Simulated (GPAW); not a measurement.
TiSi2:

```
CELL_PARAMETERS angstrom
1.76511 -6.75928 0.00000
1.76511 6.75928 0.00000
0.00000 0.00000 3.56517
ATOMIC_POSITIONS crystal
Ti 0.10312 0.89688 0.25000
Ti 0.89688 0.10312 0.75000
Si 0.75031 0.24969 0.25000
Si 0.24969 0.75031 0.75000
Si 0.44175 0.55825 0.25000
Si 0.55825 0.44175 0.75000
```

The cell comes from a database or a generator and needn't be the stable form of this composition.

Base run:

```yaml
Program: GPAW 26.7.0
Functional: PBE
Potentials_or_basis: GPAW PAW data sets (gpaw-data 1.2.1)
Cutoff: 500 eV
Basis: pw
k_mesh: 6 × 6 × 6
Occupations: fermi-dirac, width 0.05 eV
Spin: no spin polarisation
```

Its results: band gap on the k mesh none (metal or under the smearing width); pressure 2.5 GPa; largest force 0.233 eV/Å.

Problem. The run is repeated on the same cell with these changes: functional from PBE to LDA; potentials or basis from GPAW PAW data sets (gpaw-data 1.2.1) to the program's PAW data sets (release 1.2.1) made for this functional. What comes out?

Solution. Band gap on the k mesh none (metal or under the smearing width); pressure -4.7 GPa; largest force 0.147 eV/Å.

Caveats: the cutoff is short for stress and forces, so pressures can be off by a GPa or more.

Not every run made on this cell is shown here.
